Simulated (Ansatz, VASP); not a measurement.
## Two plane-wave programs on Rh

File POSCAR:

```
Rh
1.0
    2.7309790422      0.0000000000      0.0000000000
   -1.3654895211      2.3650972278      0.0000000000
    0.0000000000      0.0000000000      4.4284890000
Rh
2
Direct
    0.6666666700      0.3333333300      0.7500000000
    0.3333333300      0.6666666700      0.2500000000
```

Contents of INCAR.step1:

```
SYSTEM = Rh
PREC = Accurate
ENCUT = 600
ISMEAR = 0
SIGMA = 0.1
LREAL = .False.
LASPH = .True.
NELM = 60
GGA = PE
ALGO = Normal
EDIFF = 1E-4
LWAVE = .True.
LCHARG = .False.
```

Contents of INCAR.step2:

```
SYSTEM = Rh
PREC = Accurate
ENCUT = 600
EDIFF = 1E-6
ISMEAR = 0
SIGMA = 0.1
LREAL = .False.
LASPH = .True.
NELM = 60
ALGO = Normal
ISIF = 3
LWAVE = .False.
LCHARG = .False.
METAGGA = R2SCAN
LMIXTAU = .True.
IBRION = 2
NSW = 100
EDIFFG = -0.05
ISTART = 1
```

File KPOINTS:

```
Automatic mesh
0
Gamma
  12 12 4
  0 0 0
```

Input for Ansatz:

```yaml
crystal:
  lattice:
    - [2.7309790422, 0.0, 0.0]
    - [-1.3654895211, 2.3650972278, 0.0]
    - [0.0, 0.0, 4.428489]
  atoms:
    - { symbol: Rh, position: [0.66666667, 0.33333333, 0.75] }
    - { symbol: Rh, position: [0.33333333, 0.66666667, 0.25] }
basis:
  ecutwfc: 500
kpoints:
  mp_grid: { grid: [12, 12, 4] }
hamiltonian:
  xc: r2scan
scf:
  occupations: { method: gaussian, width: 0.1 }
output:
  forces: true
  stress: true
  eigenvalues: true
relax:
  adjacent_minimum: "off"
  f_tol: 0.05
  max_steps: 80
  cell: { stress_tol: 0.5 }
```

This isn't the form of Rh at room conditions, which is fcc.

Alike in both runs: task relaxation of cell and atoms; functional r2SCAN; k mesh 12 × 12 × 4; occupations gaussian, width 0.1 eV; no spin polarisation.

|  | VASP | Ansatz |
| --- | --- | --- |
| version | VASP 6.6.1 | Ansatz 0.2.0 |
| potentials or method | VASP PAW PBE potentials, release 64 (Rh_pv) | scalar-relativistic, plane waves, PAW |
| plane-wave cutoff (eV) | 600 | 500 |
| valence electrons in the cell | 30 | 34 |

|  | VASP | Ansatz | Ansatz less VASP |
| --- | --- | --- | --- |
| gap on the k mesh at the Fermi level, each at its own relaxed structure (eV) | none | none | - |
| relaxed volume (Å³/atom) | 13.80 | 13.73 | -0.061 |
| relaxed cell length with the largest relative difference (Å) | 4.371 | 4.359 | -0.0121 |
| energy change over the relaxation (meV/atom) | -15 | -19 | -3.5 |

A gap of «none» marks a metal or a gap that the smearing closes. The two sets of potentials don't hold the same shells in valence.

Caveats: the PAW data sets were made with another functional, which shifts forces and pressure a little (VASP).
